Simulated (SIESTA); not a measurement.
Te2Pt (Moncheite) under changes of volume

One of the cells (24.626 Å³/atom); the others are scaled copies at fixed shape and fractional positions:

```
Pt Te
1.0
     4.03656    0.00000    0.00000
    -2.01828    3.49576    0.00000
     0.00000    0.00000    5.23544
Pt Te
1 2
Cartesian
  0.0000 0.0000 0.0000
  2.0183 1.1653 3.9266
  0.0000 2.3305 1.3089
```

```yaml
Program: SIESTA 5.4.2
Functional: PBEsol
Potentials_or_basis: PseudoDojo 0.4 standard (PBEsol files)
Basis: DZP (energy shift 0.003 Ry; two zetas on semicore shells)
Grid_cutoff: 800 Ry
Energy_shift: 0.003 Ry
k_mesh: 8 × 8 × 5
Occupations: fermi-dirac, width 0.05 eV
Spin: no spin polarisation
```

| volume (Å³/atom) | energy over the lowest point (meV/atom) | pressure (GPa) | largest force (eV/Å) |
| --- | --- | --- | --- |
| 22.694 | 137.51 | 17.1 | 2.322 |
| 23.177 | 91.90 | 13.3 | 1.953 |
| 23.660 | 56.79 | 10.1 | 1.628 |
| 24.626 | 13.21 | 4.5 | 1.056 |
| 25.108 | ? | ? | ? |
| 25.591 | 0.00 | 0.0 | 0.562 |

Problem. What does the run at 25.108 Å³/atom give?

Solution. Energy over the lowest point 3.07 meV/atom; pressure 2.2 GPa; largest force 0.791 eV/Å.

Worked out: A Birch-Murnaghan fit of order 3 (a polynomial in V^(-2/3)) to the other rows has its minimum at 25.59 Å³/atom, just outside them, with B0 = V·E''(V) = 108 GPa and B' = 4.4 at fixed shape and positions, which overstates the stiffness. It gives 3.22 meV/atom at 25.108 Å³/atom, against the run's 3.07, and -dE/dV = 2.2 GPa, against 2.2.

Energies are extrapolated to zero smearing.

Caveats: short orbitals over semicore shells can move pressures by several GPa; the basis of atomic orbitals isn't converged, which shifts pressures, moduli and gaps; forces of over 1 eV/Å show positions far from the minimum, so gaps and moduli don't describe the material at rest (some runs).
